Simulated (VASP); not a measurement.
Runs of VASP 6.6.1 on Te2Mo. Symmetry: P6_3/mmc, No. 194, hexagonal system. Conventional cell: a = 3.518 Å, b = 3.518 Å, c = 13.974 Å, α = 90.00°, β = 90.00°, γ = 120.00°. Around Te (site symmetry 3m) lie 3 Mo at 2.72 Å. Around Mo (site symmetry -6m2) lie 6 Te at 2.72 Å. 

```csv
task,level,potentials or basis,spin,cell,k mesh,cutoff (eV),smearing,ladder,GW scheme,GW iterations,cutoff of the response function,frequency points,mesh quality,gap on the mesh (eV),pressure (GPa),relaxed volume (Å³/atom),largest force (eV/Å)
relaxation of cell and atoms,PBE+rVV10,"VASP PAW PBE potentials, release 64 (Te, Mo_sv)",off,relaxed,9 × 9 × 2,600,fermi-dirac 0.05 eV,-,-,-,-,-,not flagged,0.77,0.1,25.33,0.02
band structure,r2SCAN,"VASP PAW PBE potentials, release 64 (Te, Mo_sv)",off,as given,9 × 9 × 2,520,fermi-dirac 0.05 eV,-,-,-,-,-,not flagged,0.89,(d),-,0.05
band structure,PBE,"VASP PAW PBE potentials, release 54 (Te, Mo)",off,as given,9 × 9 × 2,500,fermi-dirac 0.05 eV,-,-,-,-,-,not flagged,0.78,2.5,-,(a)
single point,PBE,"VASP PAW PBE potentials, release 64 (Te, Mo_sv)",off,as given,9 × 9 × 2,520,gaussian 0.012 eV,-,-,-,-,-,not flagged,0.78,(c),-,0.19
relaxation of cell and atoms,PW91,"VASP PAW PBE potentials, release 64 (Te, Mo_sv)",off,relaxed,9 × 9 × 2,600,fermi-dirac 0.05 eV,-,-,-,-,-,not flagged,1.00,0.0,(b),-
Born charges and dielectric tensor,PBE,"VASP PAW PBE potentials, release 64 (Te, Mo_sv)",off,as given,10 × 10 × 2,520,gaussian 0.02 eV,gaps,-,-,-,-,not flagged,0.70,-,-,-
relaxation of cell and atoms,PBE+TS,"VASP PAW PBE potentials, release 64 (Te, Mo_sv)",off,relaxed,9 × 9 × 2,600,fermi-dirac 0.05 eV,-,-,-,-,-,not flagged,0.78,0.0,25.06,0.01
band structure,TB-mBJ,"VASP PAW PBE potentials, release 64 (Te, Mo_sv)",off,as given,9 × 9 × 2,520,fermi-dirac 0.05 eV,-,-,-,-,-,not flagged,0.88,-,-,-
relaxation of cell and atoms,revPBE+D3(BJ),"VASP PAW PBE potentials, release 64 (Te, Mo_sv)",off,relaxed,7 × 7 × 2,600,fermi-dirac 0.05 eV,-,-,-,-,-,not flagged,0.63,0.0,23.15,0.01
relaxation of cell and atoms,PBEsol+D3,"VASP PAW PBE potentials, release 64 (Te, Mo_sv)",off,relaxed,9 × 9 × 2,600,fermi-dirac 0.05 eV,-,-,-,-,-,not flagged,0.60,0.0,23.54,-
```

**Question.** Estimate the missing entries.

**Answer.** (a) 0.12; (b) 27.40; (c) 2.9; (d) 2.4.

Caveats: spin-orbit coupling is left out, which moves the levels of the heavy elements; an odd mesh through Γ misses points on the zone boundary, where band edges often lie (some runs); the PAW data sets were made with another functional, which shifts forces and pressure a little (some runs); this functional lacks dispersion, which binds the layers, so the pressure and a relaxed spacing across them are unreliable (some runs).

A k mesh can miss the band edges, and the runs leave out spin-orbit coupling on Mo, Te.

Not every run made on this cell is shown here.
